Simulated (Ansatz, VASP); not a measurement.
## One calculation of Zn, two programs

INCAR

```
SYSTEM = Zn
PREC = Accurate
ENCUT = 520
EDIFF = 1E-7
ISMEAR = -1
SIGMA = 0.1
LREAL = .FALSE.
LASPH = .TRUE.
NELM = 100
ALGO = Normal
ISIF = 2
LWAVE = .FALSE.
LCHARG = .FALSE.
GGA = PS
NBANDS = 12
```

The input KPOINTS:

```
regular mesh
0
G
  16 16 16
  0 0 0
```

POSCAR

```
Zn
1.0
    0.0000000000      1.9215189282      1.9215189282
    1.9215189282      0.0000000000      1.9215189282
    1.9215189282      1.9215189282      0.0000000000
Zn
1
Direct
    0.0000000000      0.0000000000      0.0000000000
```

Input for Ansatz:

```yaml
crystal:
  lattice:
    - [0.0, 1.9215189282, 1.9215189282]
    - [1.9215189282, 0.0, 1.9215189282]
    - [1.9215189282, 1.9215189282, 0.0]
  atoms:
    - { symbol: Zn, position: [0.0, 0.0, 0.0] }
hamiltonian:
  xc: pbesol
  pseudopotentials:
    kind: paw
    azcp:
      Zn: "pseudopotentials/Zn.paw.azcp"
basis:
  ecutwfc: 420
  fft_grid_basis: typed
kpoints:
  mp_grid: { grid: [16, 16, 16], shift: [0, 0, 0] }
magnetization:
  spin_polarized: false
scf:
  occupations: { method: fermi_dirac, width: 0.1 }
  lower_state_search: "off"
output:
  stress: true
```

Alike in both runs: task single point; functional PBEsol; k mesh 16 × 16 × 16; occupations fermi-dirac, width 0.1 eV; no spin polarisation.

|  | VASP | Ansatz |
| --- | --- | --- |
| version | VASP 6.6.1 | Ansatz 0.2.0 |
| potentials or method | VASP PAW PBE potentials, release 64 (Zn) | plane waves (420 eV) with PAW, scalar-relativistic |
| plane-wave cutoff (eV) | 520 | 420 |
| valence electrons in the cell | 12 | 12 |

```tsv
	VASP	Ansatz	Ansatz less VASP
pressure (GPa)	0.1	-0.3	-0.45
```

The functional is the same, so the differences come from potentials, cutoffs and numerics. Ansatz warned: «pseudo_functional_mismatch».

Caveats: the PAW data sets were made with another functional, which shifts forces and pressure a little (VASP).
